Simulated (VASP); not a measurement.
# Hf in VASP: reference runs

How does Hf come out in PBE? The cell is run as given.

All numbers are computed with VASP 6.6.1; they aren't measurements. Logs are shortened: lines on timing, memory, paths and dates and some standing lists are left out, and cuts for length are marked.

### 1 Starting point

The cell holds a sheet with vacuum, 1 atom: a = 2.934 Å, b = 2.934 Å, c = 23.800 Å, α = 90.00°, β = 90.00°, γ = 120.00°.

The cell was built by a generator and needn't be a form met in nature.

### 2 Single point, PBE

Input file INCAR:

```
  ALGO = Normal
  DIPOL = 0.5 0.5 0.294
  EDIFF = 1E-7
  ENCUT = 520
  GGA = PE
  IDIPOL = 3
  ISIF = 2
  ISMEAR = -1
  LASPH = T
  LCHARG = F
  LDIPOL = T
  LREAL = F
  LWAVE = F
  NBANDS = 11
  NELM = 60
  PREC = Accurate
  SIGMA = 0.05
```

Input file KPOINTS:

```
k-points
0
Gamma
  10 10 1
```

Input file POSCAR:

```
Hf
1.0
    2.9335200000      0.0000000000      0.0000000000
   -1.4667600000      2.5405000000      0.0000000000
    0.0000000000      0.0000000000     23.8000000000
Hf
1
Direct
    0.0000000000      0.0000000000      0.2941200000
```

Potentials or basis: VASP PAW PBE potentials, release 64 (Hf_pv).

Run with:

```bash
> cat potpaw_PBE.64/Hf_pv/POTCAR > POTCAR
> mpirun -np 1 vasp_std > vasp.out
```

OUTCAR:

```text
EDIFF = 1E-7
   ENCUT = 520
   GGA = PE
   ISIF = 2
   ISMEAR = -1
   LASPH = T
   LREAL = F
   NELM = 60
   PREC = Accurate

 ion  position               nearest neighbor table
   1  0.000  0.000  0.294-

  LATTYP: Found a hexagonal cell.
 ALAT       =     2.9335200000
 C/A-ratio  =     8.1131200742

  Lattice vectors:

 A1 = (   2.9335200000,   0.0000000000,   0.0000000000)
 A2 = (  -1.4667600000,   2.5405000000,   0.0000000000)
 A3 = (   0.0000000000,   0.0000000000,  23.8000000000)

Analysis of symmetry for initial positions (statically):
=====================================================================
 Subroutine PRICEL returns:
 Original cell was already a primitive cell.

 Routine SETGRP: Setting up the symmetry group for a
 hexagonal supercell.

 Subroutine GETGRP returns: Found 24 space group operations
 (whereof 12 operations were pure point group operations)
 out of a pool of 24 trial point group operations.

The static configuration has the point symmetry C_6v.
 The point group associated with its full space group is D_6h.

Analysis of symmetry for dynamics (positions and initial velocities):
=====================================================================
 Subroutine PRICEL returns:
 Original cell was already a primitive cell.

 Routine SETGRP: Setting up the symmetry group for a
 hexagonal supercell.

 Subroutine GETGRP returns: Found 24 space group operations
 (whereof 12 operations were pure point group operations)
 out of a pool of 24 trial point group operations.

The dynamic configuration has the point symmetry C_6v.
 The point group associated with its full space group is D_6h.

 Subroutine INISYM returns: Found 24 space group operations
 (whereof 12 operations are pure point group operations),
 and found     1 'primitive' translations

----------------------------------------------------------------------------------------

                                     Primitive cell

  volume of cell :     177.3721

  direct lattice vectors                    reciprocal lattice vectors
     2.933520000  0.000000000  0.000000000     0.340887398  0.196811651  0.000000000
    -1.466760000  2.540500000  0.000000000     0.000000000  0.393623302  0.000000000
     0.000000000  0.000000000 23.800000000     0.000000000  0.000000000  0.042016807

  length of vectors
     2.933520000  2.933517538 23.800000000     0.393622972  0.393623302  0.042016807

  position of ions in fractional coordinates (direct lattice)
     0.000000000  0.000000000  0.294120000

  ion indices of the primitive-cell ions
   primitive index   ion index
                 1           1

[... 76 lines left out ...]
   EFERMI_NEDOS =   21; number of points for ismear=-14 and -15
   IALGO  =     38    algorithm
   IMIX   =      4    mixing-type and parameters
     AMIX     =   0.40;   BMIX     =  1.00
     AMIX_MAG =   1.60;   BMIX_MAG =  1.00
  volume/ion in A,a.u.               =     177.37      1196.97
  Fermi-wavevector in a.u.,A,eV,Ry     =   0.627740  1.186256  5.361477  0.394057
  Thomas-Fermi vector in A             =   1.689444
   LORBIT       =      0    0 simple, 1 ext, 2 COOP (PROOUT), +10 PAW based schemes
   GGA     = PE    functional components
   LHFCALC =     F    Hartree Fock is set to
   AEXX    =    0.0000 exact exchange contribution
   IVDW    =     0    specifies the selected vdW correction
   LEPSILON=     F    determine dielectric tensor
   LRPA    =     F    only Hartree local field effects (RPA)
 non-spin polarized calculation
  energy-cutoff  :      520.00
  volume of cell :      177.37
 maximum number of plane-waves:      4889
 NGX is ok and might be reduce to    24
   NGX = 11   NGY = 11   NGZ = 89

 dipolmoment           0.000000      0.000000     -0.000001 electrons x Angstroem

 number of electron      10.0000001 magnetization

 dipolmoment           0.000000      0.000000      0.000000 electrons x Angstroem

 Free energy of the ion-electron system (eV)
  ---------------------------------------------------
  ext. energy  EPLUGINS =         0.00000000
  ---------------------------------------------------
  free energy    TOTEN  =        -7.80058386 eV

  energy without entropy =       -7.77427107  energy(sigma->0) =       -7.78742747

 E-fermi :  -3.1133     XC(G=0):  -2.1766

 val. band max:       -3.1140601566   @ k =   0.3000   0.3000   0.0000
 cond. band min:      -3.0927145856   @ k =   0.2000   0.1000   0.0000
 fundamental gap:      0.0213455711
 Fermi energy:        -3.1132626598

 k-point     1 :       0.0000    0.0000    0.0000
  band No.  band energies     occupation
      1     -33.8813      2.00000
      2     -33.0701      2.00000
      3     -33.0701      2.00000
      4      -8.6600      2.00000
      5      -3.4029      1.99392
      6      -2.8644      0.01368
      7      -1.2962      0.00000
      8      -1.2961      0.00000
      9       0.9260      0.00000
     10       1.1362      0.00000
     11       1.4822      0.00000
[... 169 lines left out ...]
 k-point    14 :       0.3000    0.3000    0.0000
  band No.  band energies     occupation
      1     -34.0277      2.00000
      2     -33.7987      2.00000
      3     -33.6741      2.00000
      4      -3.2368      1.84411
      5      -3.1141      1.00797
      6      -2.6279      0.00012
      7      -2.0172      0.00000
      8      -0.3787      0.00000
      9       4.9708      0.00000
     10       5.0684      0.00000
     11       5.2705      0.00000

------------------------ aborting loop because EDIFF is reached ----------------------------------------

 vacuum level on the upper side and lower side of the slab       (xc-potential included)        -0.010        -0.010

  FORCE on cell =-STRESS in cart. coord.  units (eV):
  Direction    XX          YY          ZZ          XY          YZ          ZX
  --------------------------------------------------------------------------------------
  -------------------------------------------------------------------------------------
  Total       -0.3320177     -0.3320169     -0.0031671      0.0000000     -0.0000000      0.0000000
  in kB       -2.9990697     -2.9990630     -0.0286080      0.0000000     -0.0000000      0.0000000
  external PRESSURE =      -2.0089136 kB  Pullay stress =       0.0000000 kB

 VOLUME and BASIS-vectors are now :
 -----------------------------------------------------------------------------
  energy-cutoff  :      520.00
  volume of cell :      177.37
      direct lattice vectors                 reciprocal lattice vectors
     2.933520000  0.000000000  0.000000000     0.340887398  0.196811651  0.000000000
    -1.466760000  2.540500000  0.000000000     0.000000000  0.393623302  0.000000000
     0.000000000  0.000000000 23.800000000     0.000000000  0.000000000  0.042016807

 POSITION                                       TOTAL-FORCE (eV/Angst)
 -----------------------------------------------------------------------------------
      0.00000      0.00000      7.00006         0.000000     -0.000000      0.000000
 -----------------------------------------------------------------------------------
    total drift:                                0.000000      0.000000      0.000011

  FREE ENERGIE OF THE ION-ELECTRON SYSTEM (eV)
  ---------------------------------------------------
  free  energy   TOTEN  =        -7.8005838644 eV

  energy  without entropy=       -7.7742710661  energy(sigma->0) =       -7.78742747

 vacuum level on the upper side and lower side of the slab         1.192         1.193
```

stdout:

```text
POSCAR found type information on POSCAR Hf
 POSCAR found :  1 types and       1 ions
 scaLAPACK will be used
 LDA part: xc-table for (Slater+PW92), standard interpolation
 POSCAR, INCAR and KPOINTS ok, starting setup
 FFT: planning ... GRIDC
 FFT: planning ... GRID_SOFT
 FFT: planning ... GRID
 WAVECAR not read
 entering main loop
```

It took 62 s on 1 thread of Intel Xeon Platinum 8488C (Sapphire Rapids), shared host; peak memory 0.29 GiB.

Results:

* Free energy: -7.8006 eV
* Band gap on the k mesh: none (metal or under the smearing width)

### 3 Single point, PBE

Input file INCAR:

```
SYSTEM = Hf
PREC = Accurate ; ENCUT = 520
EDIFF = 1E-7 ; ISMEAR = -1
SIGMA = 0.05 ; LREAL = .False.
LASPH = .True. ; NELM = 100
ALGO = Normal ; ISIF = 2
LWAVE = .False. ; LCHARG = .False.
LDIPOL = .True. ; IDIPOL = 3
DIPOL = 0.5 0.5 0.294 ; GGA = PE
NBANDS = 11
```

Input file KPOINTS:

```
Automatic mesh
0
Gamma
  10 10 1
  0 0 0
```

POSCAR is that of step 2.

Potentials or basis: VASP PAW PBE potentials, release 64 (Hf_pv).

Run with:

```bash
> cat potpaw_PBE.64/Hf_pv/POTCAR > POTCAR
> mpirun -np 1 vasp_std > vasp.out
```

OUTCAR:

```text
SYSTEM = Hf
   PREC = Accurate
   ENCUT = 520
   EDIFF = 1E-7
   ISMEAR = -1
   LREAL = .False.
   LASPH = .True.
   NELM = 100
   ISIF = 2
   GGA = PE

 ion  position               nearest neighbor table
   1  0.000  0.000  0.294-

  LATTYP: Found a hexagonal cell.
 ALAT       =     2.9335200000
 C/A-ratio  =     8.1131200742

  Lattice vectors:

 A1 = (   2.9335200000,   0.0000000000,   0.0000000000)
 A2 = (  -1.4667600000,   2.5405000000,   0.0000000000)
[... 374 lines left out ...]

 vacuum level on the upper side and lower side of the slab       (xc-potential included)        -0.010        -0.010

  FORCE on cell =-STRESS in cart. coord.  units (eV):
  Direction    XX          YY          ZZ          XY          YZ          ZX
  --------------------------------------------------------------------------------------
  -------------------------------------------------------------------------------------
  Total       -0.3320177     -0.3320169     -0.0031671      0.0000000     -0.0000000      0.0000000
  in kB       -2.9990697     -2.9990630     -0.0286080      0.0000000     -0.0000000      0.0000000
  external PRESSURE =      -2.0089136 kB  Pullay stress =       0.0000000 kB

 VOLUME and BASIS-vectors are now :
 -----------------------------------------------------------------------------
  energy-cutoff  :      520.00
  volume of cell :      177.37
      direct lattice vectors                 reciprocal lattice vectors
     2.933520000  0.000000000  0.000000000     0.340887398  0.196811651  0.000000000
    -1.466760000  2.540500000  0.000000000     0.000000000  0.393623302  0.000000000
     0.000000000  0.000000000 23.800000000     0.000000000  0.000000000  0.042016807

 POSITION                                       TOTAL-FORCE (eV/Angst)
 -----------------------------------------------------------------------------------
      0.00000      0.00000      7.00006         0.000000     -0.000000      0.000000
 -----------------------------------------------------------------------------------
    total drift:                                0.000000      0.000000      0.000011

  FREE ENERGIE OF THE ION-ELECTRON SYSTEM (eV)
  ---------------------------------------------------
  free  energy   TOTEN  =        -7.8005838644 eV

  energy  without entropy=       -7.7742710661  energy(sigma->0) =       -7.78742747

 vacuum level on the upper side and lower side of the slab         1.192         1.193
```

stdout:

```text
POSCAR found type information on POSCAR Hf
 POSCAR found :  1 types and       1 ions
 scaLAPACK will be used
 LDA part: xc-table for (Slater+PW92), standard interpolation
 POSCAR, INCAR and KPOINTS ok, starting setup
 FFT: planning ... GRIDC
 FFT: planning ... GRID_SOFT
 FFT: planning ... GRID
 WAVECAR not read
 entering main loop
```

Wall time 28 s (1 thread of Intel Xeon Platinum 8488C (Sapphire Rapids), shared host); peak memory 0.3 GiB.

Results:

| Item | Value |
| --- | --- |
| Free energy | -7.8006 eV |
| Band gap on the k mesh | none (metal or under the smearing width) |

The run has no spin-orbit coupling, so splittings on Hf are missing.
